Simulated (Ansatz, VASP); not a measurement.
**SiC (Moissanite): VASP beside Ansatz**

Wanted: the spread between two codes on one cell, functional and k mesh. The structure shown comes from an earlier Ansatz run, which isn't shown and may have moved the atoms alone.

Main program and level: Ansatz 0.2.0; plane waves, with VASP 6.6.1 beside it; elastic constants at LDA.

**1. The starting structure**

Symmetry: P6_3mc, No. 186, hexagonal system. The conventional cell has a = 3.124 Å, b = 3.124 Å, c = 15.393 Å, α = 90.00°, β = 90.00°, γ = 120.00°. Nearest to Si lie 4 C at 1.92 to 1.94 Å. Nearest to Si lie 4 C at 1.91 to 1.92 Å. Si has 4 C at 1.91 to 1.93 Å nearest. C has 4 Si at 1.92 Å nearest. Nearest to C lie 4 Si at 1.91 to 1.93 Å. Nearest to C lie 4 Si at 1.91 to 1.94 Å. Farther neighbours are not listed.

Coordinates:

```cif
data_structure
_symmetry_space_group_name_H-M 'P 1'
_symmetry_Int_Tables_number 1
_cell_length_a 3.1240
_cell_length_b 3.1240
_cell_length_c 15.3932
_cell_angle_alpha 90.000
_cell_angle_beta 90.000
_cell_angle_gamma 120.000
_cell_volume 130.11
loop_
_atom_site_label
_atom_site_type_symbol
_atom_site_fract_x
_atom_site_fract_y
_atom_site_fract_z
_atom_site_occupancy
Si1 Si 0.00000 0.00000 0.99994 1
Si2 Si 0.00000 0.00000 0.49994 1
Si3 Si 0.33333 0.66667 0.16648 1
Si4 Si 0.66667 0.33333 0.66648 1
Si5 Si 0.66667 0.33333 0.33288 1
Si6 Si 0.33333 0.66667 0.83288 1
C7 C 0.33333 0.66667 0.04181 1
C8 C 0.66667 0.33333 0.54181 1
C9 C 0.66667 0.33333 0.20778 1
C10 C 0.33333 0.66667 0.70778 1
C11 C 0.00000 0.00000 0.37422 1
C12 C 0.00000 0.00000 0.87422 1
```

**2. Ansatz: elastic constants, LDA**

Ansatz runs on its default PAW (the set named soft_2) files.

Elastic constants are differences of stresses under small strains, so they test the stress and the mesh.

input.yaml reads:

```yaml
crystal:
  lattice:
    - [3.1240497711, 0.0, 0.0]
    - [-1.5620248855, 2.7055064644, 0.0]
    - [0.0, 0.0, 15.3932080822]
  atoms:
    - { symbol: Si, position: [0.0, 0.0, -6.12912e-05] }
    - { symbol: Si, position: [0.0, 0.0, 0.4999387088] }
    - { symbol: Si, position: [0.3333333333, 0.6666666667, 0.1664762766] }
    - { symbol: Si, position: [0.6666666667, 0.3333333333, 0.6664762766] }
    - { symbol: Si, position: [0.6666666667, 0.3333333333, 0.3328766555] }
    - { symbol: Si, position: [0.3333333333, 0.6666666667, 0.8328766555] }
    - { symbol: C, position: [0.3333333333, 0.6666666667, 0.0418062964] }
    - { symbol: C, position: [0.6666666667, 0.3333333333, 0.5418062964] }
    - { symbol: C, position: [0.6666666667, 0.3333333333, 0.2077824887] }
    - { symbol: C, position: [0.3333333333, 0.6666666667, 0.7077824887] }
    - { symbol: C, position: [0.0, 0.0, 0.374219574] }
    - { symbol: C, position: [0.0, 0.0, 0.874219574] }
kpoints:
  mp_grid: { grid: [9, 9, 2] }
hamiltonian:
  xc: lda
scf:
  occupations: { method: gaussian, width: 0.02 }
output:
  forces: true
  stress: true
  eigenvalues: true
basis:
  ecutwfc: 120.0
elastic:
  mode: relaxed_ion
  stencil: two_point
```

The run is started by

```bash
> ansatz run input.yaml --threads 4 --pin off --max-ram 16384MiB --backend cpu --events-out ev --progress --plain --runs-dir out
```

Numbers of over 12 decimals in the logs are rounded to 6 here.

The log of the run:

```text
Warning: basis.ecutwfc = 120 eV is below the records' recommended 420 eV, and the density's cutoff is lower with it unless basis.ecutrho_ratio is high enough to keep the records' density cutoff: compare with a run at a higher cutoff
Engine: ansatz 0.2.0, aarch64-unknown-linux-gnu
Pseudopotentials: kind: paw
Pseudopotential: Si, paw, valence charge 4, recommended cutoff 420 eV (normal), Si.paw.azcp
Pseudopotential: C, paw, valence charge 4, recommended cutoff 420 eV (normal), C.paw.azcp
Functional definition: SPW92
  exchange = slater_x
  correlation = pw_c
Crystal: 12 atoms, lattice volume = 130.106 Å³
Basis set: ecut = 120 eV, 381 PW (Γ)
Bands: 36, of which v1, the nominal top of the filled ones, is band 24 counted from 1 (23 counted from 0)
Symmetry: 12 space group operations
Space group: P63mc (ITA 186), of the structure as read, at distance tolerance 5.1e-5 Å
k-points: 24 of 162
Non-local potential: Si, projectors of the file, l = 0: 2, l = 1: 2, l = 2: 2
Non-local potential: C, projectors of the file, l = 0: 2, l = 1: 2, l = 2: 1
PAW form: soft (Blöchl's): semilocal exchange-correlation on the pseudo side does not see the compensation charge
PAW frozen core: Si, regenerated for the run's functional, and the local potential with it (the file was generated under x = pbe(κ = 0.804, μ = 0.219515), c = pbe(β = 0.066725))
PAW frozen core: C, regenerated for the run's functional, and the local potential with it (the file was generated under x = pbe(κ = 0.804, μ = 0.219515), c = pbe(β = 0.066725))
PAW one-centre angular grid: Si, 110 points (default); XC on 64 Gauss nodes
PAW one-centre angular grid: C, 110 points (default); XC on 64 Gauss nodes
Initial density: superposition of atomic densities (neutral atoms: chi_scale 0, normalization atom), corrected by the library's trained network
Initial wavefunctions: pseudopotential atomic-orbital guess
Functional: x = slater, c = lda
SCF iter   1: F=—  HF=-5073.551369 eV  |F-HF|=—  |Δ(HF+E_count)|=         —  Δρ=1.21e-1  dr2=1.59e1  ethr=1.77e-3  ⟨swp⟩=6.3  Hψ=3982  notcnv=0  defer=14
preconditioner: auto → none  [insulator: Δε(μ)=0.083 eV  Ē_g=11.339 eV  σ=0.020 eV  W_gap=0.59  n_scr=10 (ndim 8)  ℏωp=22.6 eV  f_vac=0.000  D(μ)=2.50/eV (n_scr^D=8)  ε∞_Penn≈5.0]
SCF iter   2: F=—  HF=-5067.965914 eV  |F-HF|=—  |Δ(HF+E_count)|=    5.59e0  Δρ=5.41e-2  dr2=2.34e0  ethr=1.77e-3  ⟨swp⟩=2.6  Hψ=1846  notcnv=0  defer=137
SCF iter   3: F=—  HF=-5067.022789 eV  |F-HF|=—  |Δ(HF+E_count)|=   9.43e-1  Δρ=7.05e-3  dr2=2.08e-2  ethr=1.77e-3  ⟨swp⟩=2.1  Hψ=1458  notcnv=0  defer=137
SCF iter   4: F=—  HF=-5067.017538 eV  |F-HF|=—  |Δ(HF+E_count)|=   5.25e-3  Δρ=5.75e-4  dr2=6.46e-4  ethr=4.34e-5  ⟨swp⟩=3.0  Hψ=1444  notcnv=0  defer=137
SCF iter   5: F=—  HF=-5067.017497 eV  |F-HF|=—  |Δ(HF+E_count)|=   4.08e-5  Δρ=2.42e-4  dr2=3.50e-4  ethr=1.35e-6  ⟨swp⟩=2.0  Hψ=1156  notcnv=0  defer=137
SCF iter   6: F=—  HF=-5067.017421 eV  |F-HF|=—  |Δ(HF+E_count)|=   7.61e-5  Δρ=6.34e-5  dr2=1.77e-5  ethr=7.28e-7  ⟨swp⟩=2.1  Hψ=1014  notcnv=0  defer=137
SCF iter   7: F=—  HF=-5067.017411 eV  |F-HF|=—  |Δ(HF+E_count)|=   1.05e-5  Δρ=1.23e-5  dr2=5.12e-7  ethr=3.68e-8  ⟨swp⟩=2.1  Hψ=1037  notcnv=0  defer=137
SCF iter   8: F=—  HF=-5067.017411 eV  |F-HF|=—  |Δ(HF+E_count)|=   4.97e-7  Δρ=2.32e-6  dr2=3.11e-8  ethr=1.07e-9  ⟨swp⟩=2.3  Hψ=1273  notcnv=0  defer=137
SCF iter   9: F=—  HF=-5067.017411 eV  |F-HF|=—  |Δ(HF+E_count)|=   7.14e-9  Δρ=4.16e-7  dr2=2.11e-10  ethr=6.49e-11  ⟨swp⟩=2.0  Hψ=1103  notcnv=0  defer=137
SCF iter  10: F=—  HF=-5067.017411 eV  |F-HF|=—  |Δ(HF+E_count)|=  6.73e-11  Δρ=1.18e-7  dr2=1.17e-11  ethr=4.40e-13 (applied; sched 1.00e-12)  ⟨swp⟩=2.0  Hψ=1222  notcnv=0  defer=137
[...]
SCF 1 converged in 12 iterations: F = -5067.017411 eV  dr2 = 8.88e-15
  greatest PAW one-centre occupation: 0.681 electrons in one spin orbital (limit 2), on the C atom at site 11 (counted from 0), in its partial waves of l = 0
Crystal: 12 atoms, lattice volume = 129.845 Å³
Symmetry: 4 space group operations
k-points: 50 of 162
Initial density: handed on by an earlier stage of this run
Initial wavefunctions: pseudopotential atomic-orbital guess (no wavefunctions were taken with the density)
[...]
SCF 34 converged in 10 iterations: F = -5067.010207 eV  dr2 = 1.17e-18
relax step   4: F+E_penalty+E_count = -5067.01020725 eV  Δ(F+E_penalty+E_count) = -5.135e-9 eV  max|allowed force component| = 2.927e-5 eV/Å  Δτ_max = 0.0000 Å  (10 SCF iters, accepted)
[...]
SCF iter   1: F=—  HF=-5067.010207 eV  |F-HF|=—  |Δ(HF+E_count)|=         —  Δρ=5.23e-11  dr2=3.57e-18  ethr=1.00e-12  ⟨swp⟩=2.4  Hψ=7051  notcnv=0
iter 2 did not close the SCF: its close was put off for the readings that it lacked (scf_convergence_deferred on its scf_iter line)
SCF iter   2: F=-5067.010207 eV  HF=-5067.010207 eV  |F-HF|=9.09e-13  |Δ(HF+E_count)|=    0.00e0  Δρ=3.24e-11  dr2=1.79e-18  ethr=2.08e-16 (applied; sched 1.00e-12)  ⟨swp⟩=4.0  Hψ=2953  notcnv=0  defer=4
iter 3 did not close the SCF: its close was put off for the readings that it lacked (scf_convergence_deferred on its scf_iter line)
SCF iter   3: F=-5067.010207 eV  HF=-5067.010207 eV  |F-HF|=0.00e0  |Δ(HF+E_count)|=    0.00e0  Δρ=2.05e-11  dr2=6.66e-19  ethr=2.08e-16 (applied; sched 1.00e-12)  ⟨swp⟩=1.2  Hψ=1820  notcnv=0
iter 4 did not close the SCF: its close was put off for the readings that it lacked (scf_convergence_deferred on its scf_iter line)
SCF iter   4: F=-5067.010207 eV  HF=-5067.010207 eV  |F-HF|=0.00e0  |Δ(HF+E_count)|=  9.09e-13  Δρ=5.00e-12  dr2=5.13e-20  ethr=2.08e-16 (applied; sched 1.00e-12)  ⟨swp⟩=1.0  Hψ=1800  notcnv=0
iter 5 did not close the SCF: its close was put off for the readings that it lacked (scf_convergence_deferred on its scf_iter line)
SCF iter   5: F=-5067.010207 eV  HF=-5067.010207 eV  |F-HF|=0.00e0  |Δ(HF+E_count)|=  9.09e-13  Δρ=3.06e-12  dr2=1.49e-20  ethr=2.08e-16 (applied; sched 1.00e-12)  ⟨swp⟩=1.0  Hψ=1800  notcnv=0
SCF iter   6: F=-5067.010207 eV  HF=-5067.010207 eV  |F-HF|=0.00e0  |Δ(HF+E_count)|=  9.09e-13  Δρ=2.35e-12  dr2=8.12e-21  ethr=1.00e-12  ⟨swp⟩=1.0  Hψ=3800  notcnv=0
SCF 35 converged in 6 iterations: F = -5067.010207 eV  dr2 = 8.12e-21
SCF converged after 12 iterations
Free energy (F): -5067.017411 eV
Harris-Foulkes:  -5067.017411 eV  (|F-HF|=9.09e-13)
Internal energy: -5067.017411 eV  (E = F + TS)
E sigma→0 (E₀):  -5067.017411 eV
Fermi energy:    10.579719 eV
--- Per-component energies (eV) ---
  E_band       = 150.902965
  E_kinetic    = 761.942192
  E_local      = -515.196107  (includes V_loc(G=0)·N_el)
  E_nonlocal   = 285.968018
  E_hartree    = 157.544850
  E_xc         = -632.690267
  E_vxc        = -662.336499  (∫ρ·V_xc dr)
  E_paw        = -3444.050448  (= ΣΔE_a)
  E_vpaw       = -34.547769  (= ΣTr[D̂ρ^β])
  E_aug_tail   = -0.016569  (compensation charges beyond the density's cutoff)
  E_ewald      = -1681.402059
  E_core_change = 0.882979  (= ΣΔE_core)
  E_smearing   = -0.000000  (= −TS)
  E_closure    = 0.000000  (closes the sum)
  Σ components = -5067.017411   (vs F -5067.017411, Δ=0.00e0)
--- Forces (eV/Å), atoms counted from 1 ---
  atom   1  Si    -0.00000000    -0.00000000     0.00993667
  atom   2  Si     0.00000000     0.00000000     0.00993667
  atom   3  Si     0.00000000    -0.00000000     0.00994402
  atom   4  Si    -0.00000000     0.00000000     0.00994402
  atom   5  Si     0.00000000    -0.00000000     0.00993522
  atom   6  Si     0.00000000     0.00000000     0.00993522
  atom   7  C      0.00000000     0.00000000     0.00994997
  atom   8  C      0.00000000    -0.00000000     0.00994997
  atom   9  C     -0.00000000     0.00000000     0.00994001
  atom  10  C      0.00000000    -0.00000000     0.00994001
  atom  11  C      0.00000000     0.00000000     0.00992599
  atom  12  C      0.00000000    -0.00000000     0.00992599
  max |Σ_I F_I| component: 1.19e-1 eV/Å
--- Stress (GPa, compression-positive) ---
       -0.003377       0.000000      -0.000000
        0.000000      -0.003377       0.000000
       -0.000000       0.000000       0.010056
  P = ⅓ Tr σ = 0.0011 GPa (0.011 kbar)
--- Band table (eV; the first three rows and the last of 24) ---
  k-point 0: bands = [... 20 lower, 9.6803, 10.0463, 10.1014, 10.1014, 13.2230, 13.3366, 13.5025, 13.8499, ... 8 higher]
  k-point 1: bands = [... 20 lower, 9.9143, 9.9143, 9.9143, 9.9143, 13.2862, 13.2862, 13.9340, 13.9340, ... 8 higher]
  k-point 2: bands = [... 20 lower, 9.3195, 9.4145, 9.8160, 9.8787, 13.9601, 14.1005, 14.2590, 14.5173, ... 8 higher]
  k-point 23: bands = [... 20 lower, 6.8645, 6.8645, 7.2966, 7.2966, 12.9790, 12.9790, 13.5388, 13.5388, ... 8 higher]
--- Elastic constants: 3 strain directions × 2 members + reference (group order 12) ---
  dense FFT box of the reference and of every strained cell: 12×12×60
  strains applied: 11, 33, 23; error gains: componentwise 1.00 (the most a stress slope's error grows in a printed constant), spectral 1.41 (1 for all six strains in a standard setting)
  C = ∂σ_k/∂η_j (tension-positive GPa; Voigt order 11 22 33 23 13 12):
       370.529     41.028     35.197      0.000     -0.000     -0.000
        41.028    370.529     35.197      0.000     -0.000      0.000
        20.889     20.889    336.802      0.000     -0.000     -0.000
         0.000      0.000      0.000    133.370      0.000      0.000
        -0.000      0.000      0.000     -0.000    133.370      0.000
         0.000      0.000      0.000     -0.000      0.000    164.751
  reference stress σ⁰ (GPa):      0.003      0.003     -0.010     -0.000      0.000     -0.000
  C* (energy form; C + prestress term) asymmetry max|C*_kj − C*_jk| = 1.432e1 GPa — a small one proves nothing (zero by symmetry where the batch's group is 432, −43m or m−3m); a large one is finite-difference/SCF noise where every solve meets its electron count
  moduli (Voigt/Reuss/Hill, GPa): K = 141.34/140.84/141.09   G = 151.68/150.04/150.86   E = 333.66   ν = 0.106
  mechanically stable: yes (min eigenvalue of sym C = 133.37 GPa)
  strain η (Voigt 11):  stress-route row diagonal C_11 = 370.53 GPa, energy-path curvature d²(F+E_count+ΔE)/dδ²/Ω₀ = 219.75 GPa
         δ    σ_11 (GPa)             F (eV)   n_scf  n_hpsi   n_pw
    -2.000e-3      -0.7376       -5066.9832567       6   20116    400   relax 5 steps, max|allowed force component| 4.39e-5 eV/Å
     2.000e-3       0.7445       -5067.0220121       6   20153    400   relax 4 steps, max|allowed force component| 2.56e-5 eV/Å
  strain η (Voigt 33):  stress-route row diagonal C_33 = 336.80 GPa, energy-path curvature d²(F+E_count+ΔE)/dδ²/Ω₀ = 442.98 GPa
         δ    σ_33 (GPa)             F (eV)   n_scf  n_hpsi   n_pw
    -2.000e-3      -0.6830       -5066.9503320       6    9427    396   relax 5 steps, max|allowed force component| 1.05e-5 eV/Å
     2.000e-3       0.6642       -5067.0162613       6    9652    400   relax 5 steps, max|allowed force component| 1.45e-6 eV/Å
  strain η (Voigt 23):  stress-route row diagonal C_44 = 133.37 GPa, energy-path curvature d²(F+E_count+ΔE)/dδ²/Ω₀ = 108.00 GPa
         δ    σ_23 (GPa)             F (eV)   n_scf  n_hpsi   n_pw
    -2.000e-3      -0.2667       -5067.0102073       6   19636    400   relax 5 steps, max|allowed force component| 4.06e-5 eV/Å
     2.000e-3       0.2668       -5067.0102073       6   19717    400   relax 4 steps, max|allowed force component| 2.93e-5 eV/Å
```

(Part 1 of 2 ends here.)

[Lines on the potential files, build, host, timing and source positions are cut from VASP's logs without a mark.]

[Logs are printed without paths, hosts, clocks, repeated set-up lines and the standing remarks that a program may print on its own settings, such as how far it seeks lower states.]

[Hosts, paths, dates, database ids (printed as entryN), source tags and the programs' standing remarks are cut or masked in the printed files.]
